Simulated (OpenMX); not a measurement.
Crystal: Bi.

```
Bi
1.0
    -2.05109    1.93226    1.96372
     2.00913   -1.95414    1.94364
     2.06996    1.97301   -1.98560
Bi
1
Direct
  0.98622 0.98269 0.98033
```

The cell isn't the ideal one: cell strained at random at fixed volume.

Base run:

```yaml
Program: OpenMX 3.8.5
Functional: PBE
Potentials_or_basis: OpenMX 2013 PBE set, Bi8.0-s3p2d2f1, grid cutoff 260 Ry
k_mesh: 13 × 13 × 13
Occupations: fermi-dirac, width 0.05 eV
Spin: no spin polarisation
```

Its results: band gap on the k mesh none (metal or under the smearing width); pressure 2.2 GPa.

Question: After a change of settings the same cell gave: band gap on the k mesh none (metal or under the smearing width); pressure 3.0 GPa. Which change was it?
A. potentials or basis from OpenMX 2013 PBE set, Bi8.0-s3p2d2f1, grid cutoff 260 Ry to OpenMX 2013 PBE set, Bi8.0-s3p2d2f2, grid cutoff 260 Ry; k mesh from 13 × 13 × 13 to 9 × 9 × 9
B. k mesh from 13 × 13 × 13 to 7 × 7 × 7
C. potentials or basis from OpenMX 2013 PBE set, Bi8.0-s3p2d2f1, grid cutoff 260 Ry to OpenMX 2013 PBE set, Bi8.0-s3p2d2f1, grid cutoff 500 Ry; k mesh from 13 × 13 × 13 to 9 × 9 × 9
D. k mesh from 13 × 13 × 13 to 9 × 9 × 9

Answer: B.

Caveats: the real-space grid is coarse for these elements, which adds noise of up to some 20 meV/atom to energies and shifts forces, pressures and volumes; spin-orbit coupling is left out, which moves the levels of the heavy elements; the basis of atomic orbitals isn't converged, which shifts pressures, moduli and gaps.
